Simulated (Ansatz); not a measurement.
# Si (Cmce) in Ansatz: band structure with HSE06

Aim: the band structure of Si with HSE06.

Everything below comes from runs of Ansatz 0.2.0. Logs are shortened: lines on timing, memory, paths and dates and some standing lists are left out, and cuts for length are marked.

## Step 1: Starting point

The structure is orthorhombic, space group Cmce (No. 64). The conventional cell has a = 8.750 Å, b = 5.155 Å, c = 5.183 Å, α = 90.00°, β = 90.00°, γ = 90.00°. Around Si (site symmetry 2) lie 10 Si at 2.60 to 2.84 Å. Si (site symmetry m) has 9 Si at 2.41 to 2.77 Å as nearest neighbours.

This isn't the form of Si at room conditions, which is diamond.

## Step 2: Band structure, HSE06

The input, input:

```
crystal:
  lattice:
    - [4.375222, -2.577344, 0.0]
    - [4.375222, 2.577344, 0.0]
    - [0.0, 0.0, 5.183067]
  atoms:
    - { symbol: Si, position: [0.794285, 0.794285, 0.0] }
    - { symbol: Si, position: [0.294285, 0.294285, 0.5] }
    - { symbol: Si, position: [0.205715, 0.205715, 0.0] }
    - { symbol: Si, position: [0.705715, 0.705715, 0.5] }
    - { symbol: Si, position: [0.15562, 0.84438, 0.67413] }
    - { symbol: Si, position: [0.84438, 0.15562, 0.32587] }
    - { symbol: Si, position: [0.34438, 0.65562, 0.17413] }
    - { symbol: Si, position: [0.65562, 0.34438, 0.82587] }
hamiltonian:
  xc: hse06
  pseudopotentials: { kind: paw }
kpoints:
  mp_grid: { grid: [4, 4, 4] }
  band_path:
    path:
      - [[0.0, 0.0, 0.0], [0.3367530189, -0.3367530189, 0.0], [0.0, -0.5, 0.0], [0.0, -0.5, -0.5], [0.3367530189, -0.3367530189, -0.5], [0.0, 0.0, -0.5], [0.0, 0.0, 0.0], [-0.5, -0.5, 0.0], [-0.3367530189, -0.6632469811, 0.0], [-0.3367530189, -0.6632469811, -0.5], [-0.5, -0.5, -0.5], [-0.5, -0.5, 0.0]]
      - [[0.0, 0.0, -0.5], [-0.5, -0.5, -0.5]]
    npoints: 4
scf:
  occupations: { method: fermi_dirac, width: 0.05 }
  n_extra_bands: 20
output:
  forces: true
  stress: true
  eigenvalues: true
  fatbands: false
```

Potentials or basis: Ansatz PAW.

Log:

```text
Warning: output.stress: scf.convergence.dr2_threshold = 1e-7 eV (the SCF's general default) is looser than the 8e-10 eV advised for a printed stress (1e-10 eV for each atom of the cell: 8). What an SCF threshold leaves in a stress goes as its square root, and in the free energy as the threshold itself, and one threshold admits the most on a small cell: of the crystals measured, under no hybrid functional and no lock of the moments, on runs that ended without the residual-converged pass, on stresses that held no estimate of that error, the worst erred by over 100 MPa in a component at 1e-7 eV an atom and by under 5 at 1e-10. Set scf.convergence.dr2_threshold to 8e-10 eV or tighter. The threshold is an SCF's pass mark: one that does not reach it within its budget of iterations ends unconverged, or closes short of it on a stop that the run arms, and scf.convergence.dr2_threshold's page says what that costs each kind of run
Warning: output.stress: scf.exx.energy_threshold = 1e-6 eV is looser than the 8e-8 eV advised for a stress under a hybrid functional (1e-8 eV for each atom of the cell: 8). Every SCF of the exchange loop can meet its threshold on dr2 while the loop round them stops early: no threshold on dr2 bounds what that leaves in the stress. Set scf.exx.energy_threshold to 8e-8 eV or tighter. The threshold is the loop's pass mark: a loop that does not reach it within its budget of cycles ends unconverged, and scf.exx.energy_threshold's page has the law
scf.n_extra_bands = 20 over 16 filled bands (N_el = 32.0): the run solves 36 bands
GPUs: using 1 of 1 available (devices: 1).
Engine: ansatz 0.2.0, x86_64-unknown-linux-gnu
Pseudopotentials: kind: paw
Pseudopotential: Si, paw, valence charge 4, recommended cutoff 420 eV (normal), Si.paw.azcp
Functional definition: HSE06
  parameter a = 0.25
  parameter omega = 0.11/bohr
  exchange = pbe_x - a*pbe_x_sr(omega) + a*exact_x_sr(omega)
  correlation = pbe_c
device memory: the entry about to start is reckoned to put 1.3 GiB on a device that reports 67.0 GiB free (of which the cap on the GPU budget leaves the run 18.0 GiB)
GPU FFT provider: cuFFT
GPU libraries: cuBLAS 13.8.2, cuFFT 12.4.0, cuSOLVER 12.3.4
Crystal: 8 atoms, lattice volume = 116.893 Å³
Basis set: ecut = 420 eV, 2287 PW (Γ), exchange–correlation on 72×72×72 points (8 copies of the dense FFT grid, shifted against one another)
Bands: 36, of which v1, the nominal top of the filled ones, is band 16 counted from 1 (15 counted from 0)
Symmetry: 8 space group operations
Space group: Cmce (ITA 64), of the structure as read, at distance tolerance 4.9e-5 Å
k-points: 21 of 64
Non-local potential: Si, projectors of the file, l = 0: 2, l = 1: 2, l = 2: 2
PAW form: soft (Blöchl's): semilocal exchange-correlation on the pseudo side does not see the compensation charge
PAW frozen core: Si, regenerated for the run's functional, and the local potential with it (the file was generated under x = pbe(κ = 0.804, μ = 0.2195149727645171), c = pbe(β = 0.06672455060314922))
PAW one-centre angular grid: Si, 110 points (default); XC on 64 Gauss nodes
Initial density: superposition of atomic densities (neutral atoms: chi_scale 0, normalization atom), corrected by the library's trained network
Initial wavefunctions: pseudopotential atomic-orbital guess
GPU buffer pool allocated for 46656 grid points (all kernels)
GPU transforms: local potential and band sums: pruned to the plane-wave sphere, on 36×36×36
Functional: x = pbe(κ = 0.804, μ = 0.2195149727645171), c = pbe(β = 0.06672455060314922), warm-up for x = pbe(κ = 0.804, μ = 0.2195149727645171) + 0.25 (exact − pbe) at short range (hse, ω = 0.20786987370883472 Å⁻¹), c = pbe(β = 0.06672455060314922); HSE06 as pw.x's `hse` composes it (authors' and Libxc's form: `xc: wpbeh`)
SCF iter   1: F=—  HF=-5082.997063 eV  |F-HF|=—  |Δ(HF+E_count)|=         —  Δρ=3.34e-3  dr2=1.08e-2  ethr=1.77e-3  ⟨swp⟩=9.8  Hψ=3956  notcnv=0
preconditioner: auto → Kerker (q_TF=auto, 2.198 Å⁻¹)  [metal: Δε(μ)=0.025 eV  Ē_g=10.944 eV  σ=0.050 eV  W_gap=0.12  n_scr=20 (ndim 8)  ℏωp=19.4 eV  f_vac=0.000  D(μ)=3.65/eV (n_scr^D=20)]
SCF iter   2: F=—  HF=-5082.997677 eV  |F-HF|=—  |Δ(HF+E_count)|=   6.14e-4  Δρ=1.99e-3  dr2=3.68e-3  ethr=3.37e-5  ⟨swp⟩=5.5  Hψ=1607  notcnv=0  defer=46
iter 3 solved again at ethr=7.13e-8 eV; its pass at ethr=1.15e-5 eV (dr2=2.28e-5 eV) is discarded
SCF iter   3: F=—  HF=-5082.998017 eV  |F-HF|=—  |Δ(HF+E_count)|=   3.40e-4  Δρ=1.59e-4  dr2=2.49e-5  ethr=7.13e-8  ⟨swp⟩=4.0  Hψ=2890  notcnv=0
SCF iter   4: F=—  HF=-5082.998021 eV  |F-HF|=—  |Δ(HF+E_count)|=   3.81e-6  Δρ=2.35e-5  dr2=6.17e-7  ethr=7.13e-8  ⟨swp⟩=2.0  Hψ=1115  notcnv=0
SCF iter   5: F=—  HF=-5082.998021 eV  |F-HF|=—  |Δ(HF+E_count)|=   1.81e-7  Δρ=5.10e-6  dr2=3.01e-8  ethr=1.93e-9  ⟨swp⟩=3.5  Hψ=1364  notcnv=0
SCF iter   6: F=-5082.998021 eV  HF=-5082.998021 eV  |F-HF|=6.46e-11  |Δ(HF+E_count)|=   1.81e-9  Δρ=5.99e-7  dr2=3.76e-10  ethr=9.41e-11  ⟨swp⟩=2.7  Hψ=1150  notcnv=0
SCF 1 converged in 6 iterations: F = -5082.998021 eV  dr2 = 3.76e-10
device memory: the entry about to start is reckoned to put 1.8 GiB (of the 2.0 GiB reckoned in all, the device holds 0.1 GiB already) on a device that reports 66.9 GiB free (of which the cap on the GPU budget leaves the run 17.9 GiB)
GPU FFT provider: cuFFT
[... 19 lines left out ...]
hybrid outer 1: dexx = +5.040e-3 eV, tail = 3.38e-6 eV
GPU FFT provider: cuFFT
GPU libraries: cuBLAS 13.8.2, cuFFT 12.4.0, cuSOLVER 12.3.4
GPU buffer pool allocated for 46656 grid points (all kernels)
GPU transforms: local potential and band sums: pruned to the plane-wave sphere, on 36×36×36
Exchange kernel: α = 0.2500, screened, ω = 0.2079 Å⁻¹, Wigner–Seitz truncation, v(0) = 1045.3590 eV·Å³, q-mesh 4×4×4, nearest image of the exchange supercell L = 20.31 Å, pair-density grid 18×18×20, without the augmentation charges, whose exchange is taken in its separable form by FFT convolution over the k-point mesh (sized by the pseudopotential files, 30×30×36 at the most), smooth part of the exact exchange by density-matrix convolution in up to 2.46 GiB of GPU memory as planned if the GPU has room (build and FFT work areas not counted)
Frozen-core exchange: fock
SCF iter   1: F=—  HF=-5085.892171 eV  |F-HF|=—  |Δ(HF+E_count)|=         —  Δρ=1.20e-5  dr2=1.03e-7  ethr=5.28e-8  ⟨swp⟩=5.3  Hψ=2114  notcnv=0
preconditioner: auto → Kerker (q_TF=auto, 2.198 Å⁻¹)  [metal: Δε(μ)=0.086 eV  Ē_g=12.318 eV  σ=0.050 eV  W_gap=0.35  n_scr=20 (ndim 8)  ℏωp=19.4 eV  f_vac=0.000  D(μ)=2.97/eV (n_scr^D=20)]
SCF iter   2: F=—  HF=-5085.892171 eV  |F-HF|=—  |Δ(HF+E_count)|=   9.91e-8  Δρ=7.07e-6  dr2=2.79e-8  ethr=2.67e-10  ⟨swp⟩=4.6  Hψ=1560  notcnv=0  defer=4
SCF iter   3: F=—  HF=-5085.892171 eV  |F-HF|=—  |Δ(HF+E_count)|=   2.00e-9  Δρ=3.96e-6  dr2=6.07e-9  ethr=6.99e-11  ⟨swp⟩=3.4  Hψ=1200  notcnv=0  defer=21
SCF iter   4: F=—  HF=-5085.892171 eV  |F-HF|=—  |Δ(HF+E_count)|=  9.09e-13  Δρ=1.04e-7  dr2=2.69e-10  ethr=1.81e-11  ⟨swp⟩=3.9  Hψ=1305  notcnv=0  defer=6
SCF iter   5: F=-5085.892171 eV  HF=-5085.892171 eV  |F-HF|=3.00e-11  |Δ(HF+E_count)|=   1.97e-9  Δρ=2.08e-7  dr2=5.93e-11  ethr=1.00e-12  ⟨swp⟩=3.4  Hψ=1461  notcnv=0
SCF 3 converged in 5 iterations: F = -5085.892171 eV  dr2 = 5.93e-11
  Residual-converged pass: ⟨swp⟩=3.0  Hψ=1331  notcnv=0  max |occ|·‖R‖ = 2.2e-7 eV (tolerance 2.7e-7 eV)  dr2=5.94e-11  dr2_onsite=7.13e-13  max |Δocc| = 3.2e-13
hybrid outer 2: dexx = +1.207e-7 eV, tail = 8.04e-10 eV, Δε = 6.77e-4 eV (about 1.01e-5 eV left of the loop's levels), ΔF = 4.10e-4 eV/Å (tail 7.59e-5)
device memory: the entry about to start is reckoned to put 0.9 GiB on a device that reports 67.6 GiB free (of which the cap on the GPU budget leaves the run 18.0 GiB)
NSCF: frozen V_eff on 50 k-points, pencils in batches of 32, up to order 160
hybrid SCF converged: 2 outer / 12 inner (+6 warm-up), last move |dexx| = 1.21e-7 eV, tail = 8.04e-10 eV
Stability not checked: this state was not tested for a lower state beside it, because the functional holds exact exchange (a hybrid, or Hartree-Fock), whose exchange loop this test does not read (fock_operator; see scf.lower_state_search)
Free energy (F): -5085.892171 eV
Frozen-core exchange: fock
Harris-Foulkes:  -5085.892171 eV  (|F-HF|=3.00e-11)
Internal energy: -5085.866758 eV  (E = F + TS)
E sigma→0 (E₀):  -5085.879465 eV
Entropy (-TS):   -0.025413 eV (-3.177 meV/atom)
Fermi energy:    10.348005 eV
--- Per-component energies (eV) ---
  E_band       = 129.253485
  E_kinetic    = 328.836073
  E_local      = 12.257801  (includes V_loc(G=0)·N_el)
  E_nonlocal   = 197.618309
  E_hartree    = 6.509458
  E_xc         = -365.956720
  E_vxc        = -313.007203  (∫ρ·V_xc dr)
  E_exx        = -43.579230  (= α·E_x^exact, valence–valence)
  E_paw        = -4138.101624  (= ΣΔE_a)
  E_vpaw       = -22.312066  (= ΣTr[D̂ρ^β])
  E_aug_tail   = 0.000056  (compensation charges beyond the density's cutoff)
  E_ewald      = -1082.977951
  E_core_change = -0.472931  (= ΣΔE_core)
  E_smearing   = -0.025413  (= −TS)
  E_closure    = -0.000000  (closes the sum)
  Σ components = -5085.892171   (vs F -5085.892171, Δ=-9.09e-13)
--- Forces (eV/Å), atoms counted from 1 ---
  atom   1  Si     0.08041303     0.00000000     0.00000000
  atom   2  Si     0.08041303     0.00000000    -0.00000000
  atom   3  Si    -0.08041303     0.00000000     0.00000000
  atom   4  Si    -0.08041303     0.00000000    -0.00000000
  atom   5  Si     0.00000000     0.08408163    -0.02054276
  atom   6  Si     0.00000000    -0.08408163     0.02054276
  atom   7  Si    -0.00000000    -0.08408163    -0.02054276
  atom   8  Si     0.00000000     0.08408163     0.02054276
  max |Σ_I F_I| component: 2.78e-17 eV/Å
--- Stress (GPa, compression-positive) ---
        1.604400       0.000000       0.000000
        0.000000      -2.511922       0.000000
        0.000000       0.000000      -2.562556
  P = ⅓ Tr σ = -1.1567 GPa (-11.567 kbar)
--- Band table (eV; the first three rows and the last of 21) ---
  k-point 0: bands = ["-5.6860", "-0.0298", "0.5210", "1.7148", "2.1818", "2.2764", "2.5336", "2.7890", "3.4963", "7.5063", "7.5179", "7.7519", "7.8305", "7.8605", "7.9254", "8.4019", "8.6564", "8.6857", "9.0378", "9.0784", "11.4270", "16.8739", "17.0389", "17.6175", "17.6454", "17.6767", "18.4875", "18.5646", "19.7024", "21.9111", "22.2040", "22.2118", "22.3065", "22.3955", "22.4982", "22.5047"]
  k-point 1: bands = ["-5.3139", "-2.3514", "2.0674", "2.5357", "2.6480", "2.8794", "3.1196", "3.5354", "3.8277", "5.0693", "5.6459", "5.7279", "5.9508", "6.1422", "6.5904", "10.2292", "11.4356", "11.4607", "11.7154", "11.8744", "12.8873", "13.2860", "17.6695", "17.6881", "17.9119", "17.9336", "18.6263", "19.0950", "19.1247", "19.3915", "19.4130", "19.5031", "19.9222", "21.0315", "21.2114", "21.4897"]
  k-point 2: bands = ["-4.1996", "-4.1996", "3.0564", "3.0564", "3.4460", "3.4460", "3.7716", "3.7716", "4.1785", "4.1785", "4.4834", "4.4834", "5.0357", "5.0357", "7.5497", "7.5497", "14.4946", "14.4946", "14.6345", "14.6345", "15.0475", "15.0475", "15.6650", "15.6650", "16.0618", "16.0618", "16.5541", "16.5541", "18.7163", "18.7163", "19.1476", "19.1476", "19.1947", "19.1947", "20.1651", "20.1651"]
  k-point 20: bands = ["-2.5005", "-2.5005", "-1.6837", "-1.6837", "1.3138", "1.3138", "2.2869", "2.2869", "8.7615", "8.7615", "9.2559", "9.2559", "9.6790", "9.6790", "9.7869", "9.7869", "10.3484", "10.3484", "11.4073", "11.4073", "13.2141", "13.2141", "13.7936", "13.7936", "14.0690", "14.0690", "15.3918", "15.3918", "19.4205", "19.4205", "19.8058", "19.8058", "20.7665", "20.7665", "21.2026", "21.2026"]
```

Wall time 63 s (1 × NVIDIA H100 80GB HBM3 with 2 threads of AMD EPYC 7R13 (Zen 3), shared host); peak memory 2 GiB.

What came out:

```yaml
Free_energy: -5085.8922 eV
Pressure: -1.2 GPa
Largest_force: 0.087 eV/Å
Band_gap_on_the_k_mesh: none (metal or under the smearing width)
```

Forces on the atoms (eV/Å):
```
Si   0.080  0.000  0.000
Si   0.080  0.000  0.000
Si  -0.080  0.000  0.000
Si  -0.080  0.000  0.000
Si   0.000  0.084 -0.021
Si   0.000 -0.084  0.021
Si   0.000 -0.084 -0.021
Si   0.000  0.084  0.021
```

Stress tensor (GPa, compression positive):
```
 1.60  0.00  0.00
 0.00 -2.51  0.00
 0.00  0.00 -2.56
```

Levels at the corners of the path, in eV from the Fermi level:
| point | band 13 | band 14 | band 15 | band 16 | band 17 | band 18 | band 19 | band 20 |
| --- | --- | --- | --- | --- | --- | --- | --- | --- |
| Γ | -2.52 | -2.49 | -2.42 | -1.95 | -1.69 | -1.66 | -1.31 | -1.27 |
| X | -0.57 | 0.15 | 0.53 | 0.53 | 0.65 | 1.79 | 2.47 | 2.51 |
| S | -2.12 | -2.12 | -1.63 | -1.63 | 1.80 | 1.80 | 3.38 | 3.38 |
| R | -0.72 | -0.72 | -0.46 | -0.46 | -0.23 | -0.23 | 1.22 | 1.22 |
| A | -1.13 | -1.13 | 0.22 | 0.22 | 0.67 | 0.67 | 3.32 | 3.32 |
| Z | -5.31 | -5.31 | -2.80 | -2.80 | 4.15 | 4.15 | 4.29 | 4.29 |
| Γ | -2.52 | -2.49 | -2.42 | -1.95 | -1.69 | -1.66 | -1.31 | -1.27 |
| Y | -2.16 | -2.05 | -1.35 | -1.29 | 1.49 | 2.68 | 3.06 | 3.08 |
| X1 | -0.57 | 0.15 | 0.53 | 0.53 | 0.65 | 1.79 | 2.47 | 2.51 |
| A1 | -1.13 | -1.13 | 0.22 | 0.22 | 0.67 | 0.67 | 3.32 | 3.32 |
| T | -0.67 | -0.67 | -0.56 | -0.56 | 0.00 | 0.00 | 1.06 | 1.06 |
| Y | -2.16 | -2.05 | -1.35 | -1.29 | 1.49 | 2.68 | 3.06 | 3.08 |
| Z | -5.31 | -5.31 | -2.80 | -2.80 | 4.15 | 4.15 | 4.29 | 4.29 |
| T | -0.67 | -0.67 | -0.56 | -0.56 | 0.00 | 0.00 | 1.06 | 1.06 |

Caveat: the PAW data sets come from PBE, with cores solved anew for the run's functional, which leaves a small shift of forces and pressure; the thresholds are loose for stress.
